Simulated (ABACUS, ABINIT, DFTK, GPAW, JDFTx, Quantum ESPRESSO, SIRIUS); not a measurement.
# Sr: 7 runs at one level of theory

```
Sr
1.0
     0.00000    3.04235    3.04235
     3.04235    0.00000    3.04235
     3.04235    3.04235    0.00000
Sr
1
Cartesian
  0.0000 0.0000 0.0000
```

Alike in all runs: task single point; functional PBEsol; k mesh 8 × 8 × 8; occupations fermi-dirac, width 0.05 eV; no spin polarisation; no spin-orbit coupling. Pressure is positive in compression and, in plane waves, holds the error of the finite cutoff.

| program and potentials | plane-wave cutoff (eV) | notes | band gap (eV) | pressure (GPa) |
| --- | --- | --- | --- | --- |
| ABACUS, PseudoDojo NC SR 0.4.1 PBEsol standard, plane waves | 925 | - | no gap | -0.91 |
| JDFTx, PseudoDojo-SR-PBEsol-0.4.1-standard with smoothed tails | 925 | - | no gap | -0.91 |
| SIRIUS, PseudoDojo 0.4.1 PBEsol standard (scalar relativistic) | 937 | - | no gap | -0.90 |
| Quantum ESPRESSO, GBRV 1.5 PBEsol | 612 | - | no gap | -0.89 |
| DFTK, PseudoDojo SR PBEsol 0.4.1 standard (PBEsol) | 1088 | - | no gap | -0.90 |
| GPAW, PAW data sets generated for this functional | 600 | - | no gap | -0.85 |
| ABINIT, PseudoDojo NC SR PBEsol v0.4.1 standard | 925 | - | no gap | -0.91 |

None finds a gap. The pressure spans -0.91 (ABACUS, PseudoDojo NC SR 0.4.1 PBEsol standard, plane waves) to -0.85 GPa (GPAW, PAW data sets generated for this functional).

The functional is the same throughout but for its coding, so the spread measures potentials, basis and numerics; runs on potential files found faulty are left out.
